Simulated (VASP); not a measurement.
# GaN (F-43m) in VASP: a series of runs

Runs on GaN. Level: PBE. Tasks: relaxation of cell and atoms.

All numbers are computed with VASP 6.6.1; they aren't measurements. Logs are shortened: lines on timing, memory, paths and dates and some standing lists are left out, and cuts for length are marked.

## Step 1: Starting point

The structure is cubic, space group F-43m (No. 216). Conventional cell: a = 4.507 Å, b = 4.507 Å, c = 4.507 Å, α = 90.00°, β = 90.00°, γ = 90.00°. Ga (site symmetry -43m) has 4 N at 1.95 Å as nearest neighbours. N (site symmetry -43m) is surrounded by 4 Ga at 1.95 Å.

The cell is a database's computed one.

## Step 2: Relaxation of cell and atoms, PBE

File INCAR:

```
PREC = Accurate ; ENCUT = 600
EDIFF = 1E-6 ; ISMEAR = 0
SIGMA = 0.03 ; LREAL = False
LASPH = True ; NELM = 80
ALGO = Normal ; ISIF = 3
LWAVE = False ; LCHARG = False
GGA = PE ; IBRION = 2
NSW = 90 ; EDIFFG = -0.01
KPAR = 2
```

File KPOINTS:

```
regular mesh
0
Gamma
  10 10 10
```

File POSCAR:

```
GaN
1.0
    0.0000000000      2.2535006100      2.2535006100
    2.2535006100      0.0000000000      2.2535006100
    2.2535006100      2.2535006100      0.0000000000
Ga N
1 1
Direct
    0.0000000000      0.0000000000      0.0000000000
    0.7500000000      0.7500000000      0.7500000000
```

Potentials or basis: VASP PAW PBE potentials, release 64 (Ga_d, N).

Command:

```sh
$ cat potpaw_PBE.64/Ga_d/POTCAR potpaw_PBE.64/N/POTCAR > POTCAR
$ mpirun -np 2 vasp_std > vasp.out
```

OUTCAR:

```text
PREC = Accurate
   ENCUT = 600
   EDIFF = 1E-6
   ISMEAR = 0
   LREAL = False
   LASPH = True
   NELM = 80
   ISIF = 3
   GGA = PE
   IBRION = 2
   NSW = 90
   EDIFFG = -0.01

 ion  position               nearest neighbor table
   1  0.000  0.000  0.000-   2 1.95   2 1.95   2 1.95   2 1.95
   2  0.750  0.750  0.750-   1 1.95   1 1.95   1 1.95   1 1.95

  LATTYP: Found a face centered cubic cell.
 ALAT       =     4.5070012200

  Lattice vectors:

 A1 = (   0.0000000000,   2.2535006100,   2.2535006100)
 A2 = (   2.2535006100,   0.0000000000,   2.2535006100)
 A3 = (   2.2535006100,   2.2535006100,   0.0000000000)

Analysis of symmetry for initial positions (statically):
=====================================================================
 Subroutine PRICEL returns:
 Original cell was already a primitive cell.

 Routine SETGRP: Setting up the symmetry group for a
 face centered cubic supercell.

 Subroutine GETGRP returns: Found 24 space group operations
 (whereof 24 operations were pure point group operations)
 out of a pool of 48 trial point group operations.

The static configuration has the point symmetry T_d .

Analysis of symmetry for dynamics (positions and initial velocities):
=====================================================================
 Subroutine PRICEL returns:
 Original cell was already a primitive cell.

 Routine SETGRP: Setting up the symmetry group for a
 face centered cubic supercell.

 Subroutine GETGRP returns: Found 24 space group operations
 (whereof 24 operations were pure point group operations)
 out of a pool of 48 trial point group operations.

The dynamic configuration has the point symmetry T_d .

 Subroutine INISYM returns: Found 24 space group operations
 (whereof 24 operations are pure point group operations),
 and found     1 'primitive' translations

----------------------------------------------------------------------------------------

                                     Primitive cell

  volume of cell :      22.8877

  direct lattice vectors                    reciprocal lattice vectors
     0.000000000  2.253500610  2.253500610    -0.221877020  0.221877020  0.221877020
     2.253500610  0.000000000  2.253500610     0.221877020 -0.221877020  0.221877020
     2.253500610  2.253500610  0.000000000     0.221877020  0.221877020 -0.221877020

  length of vectors
     3.186931125  3.186931125  3.186931125     0.384302272  0.384302272  0.384302272

  position of ions in fractional coordinates (direct lattice)
     0.000000000  0.000000000  0.000000000
     0.750000000  0.750000000  0.750000000

  ion indices of the primitive-cell ions
   primitive index   ion index
                 1           1
                 2           2

----------------------------------------------------------------------------------------

 KPOINTS: regular mesh

Automatic generation of k-mesh.
 Grid dimensions read from file:
 generate k-points for:   10   10   10

 Generating k-lattice:

  Cartesian coordinates                     Fractional coordinates (reciprocal lattice)
    -0.022187702  0.022187702  0.022187702     0.100000000  0.000000000  0.000000000
     0.022187702 -0.022187702  0.022187702     0.000000000  0.100000000  0.000000000
     0.022187702  0.022187702 -0.022187702     0.000000000  0.000000000  0.100000000

  Length of vectors
     0.038430227  0.038430227  0.038430227

  Shift w.r.t. Gamma in fractional coordinates (k-lattice)
     0.000000000  0.000000000  0.000000000

 Subroutine IBZKPT returns following result:
 ===========================================

 Found     47 irreducible k-points:

 Following reciprocal coordinates:
            Coordinates               Weight
  0.000000  0.000000  0.000000      1.000000
  0.100000  0.000000  0.000000      8.000000
  0.200000  0.000000  0.000000      8.000000
  0.300000  0.000000  0.000000      8.000000
  0.400000  0.000000  0.000000      8.000000
  0.500000  0.000000  0.000000      4.000000
[... 16 lines left out ...]
  0.300000  0.300000  0.000000      6.000000
  0.400000  0.300000  0.000000     24.000000
 [... further k-points ...]
   k-points           NKPTS =     47   k-points in BZ     NKDIM =     47   number of bands    NBANDS=     13
   number of dos      NEDOS =    301   number of ions     NIONS =      2
   total plane-waves  NPLWV =  21952
   dimension x,y,z NGX =    28 NGY =   28 NGZ =   28
   dimension x,y,z NGXF=    56 NGYF=   56 NGZF=   56
   ions per type =               1   1
   NGX,Y,Z   is equivalent  to a cutoff of  14.61, 14.61, 14.61 a.u.
   NGXF,Y,Z  is equivalent  to a cutoff of  29.21, 29.21, 29.21 a.u.
 SYSTEM =  unknown system
   PREC   = accura    normal or accurate (medium, high low for compatibility)
   ISTART =      0    job   : 0-new  1-cont  2-samecut
   ICHARG =      2    charge: 1-file 2-atom 10-const
   ISPIN  =      1    spin polarized calculation?
   LNONCOLLINEAR =      F non collinear calculations
   LSORBIT =      F    spin-orbit coupling
   LASPH  =      T    aspherical Exc in radial PAW
   ENCUT  =  600.0 eV  44.10 Ry    6.64 a.u.   6.37  6.37  6.37*2*pi/ulx,y,z
   NELM   =     80;   NELMIN=  2; NELMDL= -5     # of ELM steps
   EDIFF  = 0.1E-05   stopping-criterion for ELM
   LREAL  =      F    real-space projection
   EDIFFG = -.1E-01   stopping-criterion for IOM
   NSW    =     90    number of steps for IOM
   IBRION =      2    ionic relax: 0-MD 1-quasi-New 2-CG
   NFREE  =      1    steps in history (QN), initial steepest desc. (CG)
   ISIF   =      3    stress and relaxation
   ISYM   =      2    0-nonsym 1-usesym 2-fastsym
   POTIM  = 0.5000    time-step for ionic-motion
   TEBEG  =    0.0;   TEEND  =   0.0 temperature during run
   PSTRESS=    0.0 pullay stress
   NELECT =      18.0000    total number of electrons
   NUPDOWN=      -1.0000    fix difference up-down
   EMIN   =  10.00;   EMAX   =-10.00  energy-range for DOS
   EFERMI =   0.00;   METHOD = LEGACY
   ISMEAR =     0;   SIGMA  =   0.03  broadening in eV -4-tet -1-fermi 0-gaus
   EFERMI_NEDOS =   21; number of points for ismear=-14 and -15
   IALGO  =     38    algorithm
   IMIX   =      4    mixing-type and parameters
     AMIX     =   0.40;   BMIX     =  1.00
     AMIX_MAG =   1.60;   BMIX_MAG =  1.00
  volume/ion in A,a.u.               =      11.44        77.23
  Fermi-wavevector in a.u.,A,eV,Ry     =   1.511117  2.855596 31.068543  2.283473
  Thomas-Fermi vector in A             =   2.621216
   LORBIT       =      0    0 simple, 1 ext, 2 COOP (PROOUT), +10 PAW based schemes
   GGA     = PE    functional components
   LHFCALC =     F    Hartree Fock is set to
   AEXX    =    0.0000 exact exchange contribution
   IVDW    =     0    specifies the selected vdW correction
   LEPSILON=     F    determine dielectric tensor
   LRPA    =     F    only Hartree local field effects (RPA)
 conjugate gradient relaxation of ions
 non-spin polarized calculation
 Gauss-broadening in eV      SIGMA  =   0.03
  energy-cutoff  :      600.00
  volume of cell :       22.89
 maximum number of plane-waves:       785
 NGX is ok and might be reduce to    28
   NGX = 13   NGY = 13   NGZ = 13

--------------------------------------- Ionic step        1  -------------------------------------------

 number of electron      18.0000005 magnetization

 Free energy of the ion-electron system (eV)
  ---------------------------------------------------
  ext. energy  EPLUGINS =         0.00000000
  ---------------------------------------------------
  free energy    TOTEN  =       -12.14469597 eV

  energy without entropy =      -12.14469597  energy(sigma->0) =      -12.14469597

------------------------ aborting loop because EDIFF is reached ----------------------------------------

  FORCE on cell =-STRESS in cart. coord.  units (eV):
  Direction    XX          YY          ZZ          XY          YZ          ZX
  --------------------------------------------------------------------------------------
  -------------------------------------------------------------------------------------
  Total        0.7031364      0.7031364      0.7031364      0.0000000     -0.0000000     -0.0000000
  in kB       49.2206248     49.2206248     49.2206248      0.0000000     -0.0000000     -0.0000000
  external PRESSURE =      49.2206248 kB  Pullay stress =       0.0000000 kB

 VOLUME and BASIS-vectors are now :
 -----------------------------------------------------------------------------
  energy-cutoff  :      600.00
  volume of cell :       22.89
      direct lattice vectors                 reciprocal lattice vectors
     0.000000000  2.253500610  2.253500610    -0.221877020  0.221877020  0.221877020
     2.253500610  0.000000000  2.253500610     0.221877020 -0.221877020  0.221877020
     2.253500610  2.253500610  0.000000000     0.221877020  0.221877020 -0.221877020
[... 37 lines left out ...]
 POSITION                                       TOTAL-FORCE (eV/Angst)
 -----------------------------------------------------------------------------------
      2.29172     -0.00000      2.29172        -0.000000     -0.000000     -0.000000
      3.43758      3.43758      3.43758         0.000000      0.000000      0.000000
 -----------------------------------------------------------------------------------
    total drift:                               -0.000001     -0.000001     -0.000001

  FREE ENERGIE OF THE ION-ELECTRON SYSTEM (eV)
  ---------------------------------------------------
  free  energy   TOTEN  =       -12.1475744751 eV

  energy  without entropy=      -12.1475744751  energy(sigma->0) =      -12.14757448

--------------------------------------- Ionic step        3  -------------------------------------------

 number of electron      18.0000002 magnetization

 Free energy of the ion-electron system (eV)
  ---------------------------------------------------
  ext. energy  EPLUGINS =         0.00000000
  ---------------------------------------------------
  free energy    TOTEN  =       -12.15416605 eV

  energy without entropy =      -12.15416605  energy(sigma->0) =      -12.15416605

 E-fermi :   5.1650     XC(G=0): -11.5215

 val. band max:        4.9887968138   @ k =   0.0000   0.0000   0.0000
 cond. band min:       6.5370909412   @ k =   0.0000   0.0000   0.0000
 fundamental gap:      1.5482941274
 Fermi energy:         5.1649847319

 k-point     1 :       0.0000    0.0000    0.0000
  band No.  band energies     occupation
      1     -10.7161      2.00000
      2      -8.4335      2.00000
      3      -8.4335      2.00000
      4      -8.4335      2.00000
      5      -8.1405      2.00000
      6      -8.1405      2.00000
      7       4.9888      2.00000
      8       4.9888      2.00000
      9       4.9888      2.00000
     10       6.5371      0.00000
     11      15.1197      0.00000
     12      15.1197      0.00000
     13      15.1197      0.00000

 k-point     2 :       0.1000    0.0000    0.0000
  band No.  band energies     occupation
      1     -10.6125      2.00000
      2      -8.4210      2.00000
      3      -8.4210      2.00000
      4      -8.3925      2.00000
      5      -8.1416      2.00000
      6      -8.1416      2.00000
      7       3.8781      2.00000
      8       4.8860      2.00000
      9       4.8860      2.00000
     10       7.4167      0.00000
     11      14.6242      0.00000
[... 339 lines left out ...]
 k-point    24 :       0.4000    0.3000    0.0000
  band No.  band energies     occupation
      1      -9.8377      2.00000
      2      -8.3096      2.00000
      3      -8.2270      2.00000
      4      -8.2268      2.00000
      5      -8.0845      2.00000
      6      -7.1840      2.00000
      7       0.0290      2.00000
      8       2.6001      2.00000
      9       2.9144      2.00000
     10       9.4038      0.00000
     11      11.9354      0.00000
     12      15.6610      0.00000
     13      17.6059      0.00000

 [... further k-points ...]

------------------------ aborting loop because EDIFF is reached ----------------------------------------

  FORCE on cell =-STRESS in cart. coord.  units (eV):
  Direction    XX          YY          ZZ          XY          YZ          ZX
  --------------------------------------------------------------------------------------
  -------------------------------------------------------------------------------------
  Total       -0.0121545     -0.0121545     -0.0121545      0.0000000      0.0000000      0.0000000
  in kB       -0.8279169     -0.8279169     -0.8279169      0.0000000      0.0000000      0.0000000
  external PRESSURE =      -0.8279169 kB  Pullay stress =       0.0000000 kB

 VOLUME and BASIS-vectors are now :
 -----------------------------------------------------------------------------
  energy-cutoff  :      600.00
  volume of cell :       23.52
      direct lattice vectors                 reciprocal lattice vectors
     0.000000000  2.274101283  2.274101283    -0.219867076  0.219867076  0.219867076
     2.274101283 -0.000000000  2.274101283     0.219867076 -0.219867076  0.219867076
     2.274101283  2.274101283 -0.000000000     0.219867076  0.219867076 -0.219867076

 POSITION                                       TOTAL-FORCE (eV/Angst)
 -----------------------------------------------------------------------------------
      0.00000      0.00000      0.00000        -0.000000     -0.000000     -0.000000
      3.41115      3.41115      3.41115         0.000000      0.000000      0.000000
 -----------------------------------------------------------------------------------
    total drift:                               -0.000001     -0.000001     -0.000001

  FREE ENERGIE OF THE ION-ELECTRON SYSTEM (eV)
  ---------------------------------------------------
  free  energy   TOTEN  =       -12.1541660478 eV

  energy  without entropy=      -12.1541660478  energy(sigma->0) =      -12.15416605

 reached required accuracy - stopping structural energy minimisation
```

Wall time 14 s (2 MPI ranks of AMD EPYC 9R45 (Zen 5), shared host); peak memory 0.15 GiB.

What came out:

```
Free energy                            : -12.1542 eV
Relaxed volume                         : 11.76 Å³/atom
Relaxed cell                           : a = 3.216 Å, b = 3.216 Å, c = 3.216 Å, α = 60.00°, β = 60.00°, γ = 60.00°
Space group after relaxing (to 0.05 Å) : F-43m (No. 216)
Energy gained by relaxing              : 4.7 meV/atom
Ionic steps                            : 3
Pressure after relaxing                : -0.1 GPa
Band gap on the k mesh                 : 1.55 eV, direct
```

Step by step:
| step | energy change (eV) | largest force (eV/Å) | pressure (GPa) | volume (Å³) |
| --- | --- | --- | --- | --- |
| 1 | 0.0000 | 0.0000 | 4.92 | 22.89 |
| 2 | -0.0029 | 0.0000 | -3.73 | 24.07 |
| 3 | -0.0095 | 0.0000 | -0.08 | 23.52 |

Final structure:
```
CELL_PARAMETERS angstrom
0.00000 2.27410 2.27410
2.27410 0.00000 2.27410
2.27410 2.27410 0.00000
ATOMIC_POSITIONS crystal
Ga 0.00000 0.00000 0.00000
N 0.75000 0.75000 0.75000
```

Expect the measured gap to be larger: semilocal functionals such as PBE lack the derivative discontinuity.

[end of part 1 of 2]
